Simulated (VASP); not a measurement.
Crystal: C.

```
CELL_PARAMETERS angstrom
0.00000 1.77745 1.77745
1.77745 0.00000 1.77745
1.77745 1.77745 0.00000
ATOMIC_POSITIONS crystal
C 0.00000 0.00000 0.00000
C 0.25000 0.25000 0.25000
```

This isn't the form of C at room conditions, which is graphite.

Program: VASP 6.6.1. Alike in all runs: task band structure; no spin polarisation; cell as given; k mesh 14 × 14 × 14; cutoff (eV) 520; smearing gaussian 0.03 eV.

Question: Order these runs on this cell by their band gap on the k mesh, lowest first.
A. level r2SCAN; potentials or basis VASP PAW PBE potentials, release 64 (C)
B. level LDA; potentials or basis VASP PAW LDA potentials, release 64 (C)
C. level TB-mBJ; potentials or basis VASP PAW PBE potentials, release 64 (C)

Answer: B (4.12 eV), A (4.34 eV), C (4.97 eV).

Runs at the PBE level aren't shown here.
